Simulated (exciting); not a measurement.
Runs of exciting (release sodium) on KBr. The structure is cubic, space group Fm-3m (No. 225). The conventional cell has a = 6.600 Å, b = 6.600 Å, c = 6.600 Å, α = 90.00°, β = 90.00°, γ = 90.00°. Br (site symmetry m-3m) is surrounded by 6 K at 3.30 Å. K (site symmetry m-3m) is surrounded by 6 Br at 3.30 Å. 

| task | level | outputlevel | epsengy | epspot | maxscl | rgkmax | gap on the mesh (eV) |
| --- | --- | --- | --- | --- | --- | --- | --- |
| band structure | PBE | normal | 1e-05 Ha | 1e-05 Ha | 60 | 9 | 4.44 |
| single point | PBE | - | 1e-05 Ha | 1e-05 Ha | 60 | 9 | 4.44 |
| band structure | LDA | normal | 1e-05 Ha | 1e-05 Ha | 60 | 9 | 4.03 |
| single point | PBE | - | 1e-06 Ha | 1e-06 Ha | 80 | 7.5 | (a) |

Alike in all rows: potentials or basis all-electron LAPW+lo, shipped species files, valence relativity iora*; no spin polarisation; cell as given; k mesh 7 × 7 × 7; smearing fermi-dirac 0.05 eV.

**Question.** Estimate the missing entries.

**Answer.** (a) 4.45.

Caveats: an odd mesh through Γ misses points on the zone boundary, where band edges often lie (some runs); the tetrahedron DOS on this energy grid can lose part of the weight of narrow d or f bands (some runs); rgkmax is low for these elements, so energy differences scatter by about 1 meV per atom (some runs).

A k mesh can miss the band edges, and the runs leave out spin-orbit coupling on Br.

Not every run made on this cell is shown here.
